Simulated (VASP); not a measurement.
# PbSe: single point with PBE

Crystal: PbSe.

```xyz
2
Lattice="0.0000 3.1891 3.0484 3.1891 0.0000 3.0484 3.1891 3.1891 0.0000" Properties=species:S:1:pos:R:3 pbc="T T T"
Pb    0.0000    0.0000    0.0000
Se    3.1891    3.1891    3.0484
```

Measurements of this composition are mostly on another form, of space group No. 225.

The cell isn't the ideal one: epitaxial_xy strain +3.9%.

| Quantity | Value |
| --- | --- |
| Program | VASP 6.6.1 |
| Task | single point |
| Functional | PBE |
| Potentials or basis | VASP PAW PBE potentials, release 64 (Pb_d, Se) |
| Cutoff | 520 eV |
| k mesh | 8 × 8 × 8 |
| Occupations | fermi-dirac, width 0.02 eV |
| Spin | no spin polarisation |
| Dipole correction | no |
| Further INCAR settings | ALGO = Normal; EDIFF = 1e-06; NBANDS = 17 |

The pressure is -1.1 GPa. The band gap on the k mesh is 0.47 eV, direct.

Stress tensor (GPa, compression positive):
```
-2.59  0.00  0.00
 0.00 -2.59  0.00
 0.00  0.00  1.78
```

Levels at points of the mesh, in eV from the valence-band top:
```
           k point  band 8  band 9  band 10  band 11  band 12  band 13
(0.00, 0.00, 0.00)   -1.80   -1.40    -1.40     4.23     4.23     5.22
(0.50, 0.00, 0.00)   -1.22   -1.15     0.00     0.47     1.74     1.99
(0.50, 0.50, 0.00)   -4.42   -2.81    -2.81     3.92     5.18     5.18
(0.50, 0.00, 0.50)   -4.32   -2.96    -2.50     4.08     4.92     5.54
```

It took 22 s on 1 thread of Intel(R) Xeon(R) 6975P-C (Granite Rapids), on a shared host, peak memory 0.23 GiB.

Caveat: spin-orbit coupling is left out, which as a rule narrows the gap of such compounds by several tenths of an eV. A k mesh can miss the band edges.
